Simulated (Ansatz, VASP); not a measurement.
## One calculation of In, two programs

File INCAR:

```
PREC = Accurate
ENCUT = 520
EDIFF = 1E-7
ISMEAR = -1
SIGMA = 0.05
LREAL = F
LASPH = T
NELM = 80
ALGO = Fast
ISIF = 2
LWAVE = F
LCHARG = F
NBANDS = 12
```

File KPOINTS:

```
regular mesh
0
Gamma
  11 11 11
```

POSCAR

```
In
1.0
   -1.5922878321      1.5922878321      2.4232021571
    1.5922878321     -1.5922878321      2.4232021571
    1.5922878321      1.5922878321     -2.4232021571
In
1
Direct
    0.0000000000      0.0000000000      0.0000000000
```

The input input.yaml:

```yaml
crystal:
  lattice:
    - [-1.5922878321, 1.5922878321, 2.4232021571]
    - [1.5922878321, -1.5922878321, 2.4232021571]
    - [1.5922878321, 1.5922878321, -2.4232021571]
  atoms:
    - { symbol: In, position: [0.0, 0.0, 0.0] }
kpoints:
  mp_grid: { grid: [11, 11, 11] }
scf:
  occupations: { method: fermi_dirac, width: 0.05 }
hamiltonian:
  xc: lda
  pseudopotentials: { kind: all_electron, lapw: { basis_error: 0.001 } }
output:
  forces: true
  stress: true
  eigenvalues: true
```

Change from the starting cell: volume scaled by 0.94.

Alike in both runs: task single point; functional LDA; k mesh 11 × 11 × 11; occupations fermi-dirac, width 0.05 eV; no spin polarisation.

|  | VASP | Ansatz |
| --- | --- | --- |
| version | VASP 6.6.1 | Ansatz 0.2.0 |
| potentials or method | VASP PAW LDA potentials, release 64 (In_d) | all-electron LAPW, scalar-relativistic |
| plane-wave cutoff (eV) | 520 | see its input |

|  | VASP | Ansatz | Ansatz less VASP |
| --- | --- | --- | --- |
| gap on the k mesh at the Fermi level (eV) | none | none | - |
| pressure (GPa) | 0.2 | 0.1 | -0.06 |
| largest component of the traceless stress (GPa) | 0.36 | 0.33 | -0.026 |

A gap of «none» marks a metal or a gap that the smearing closes. Ansatz ran all-electron here, so the differences hold the error of VASP's frozen core and of both bases.
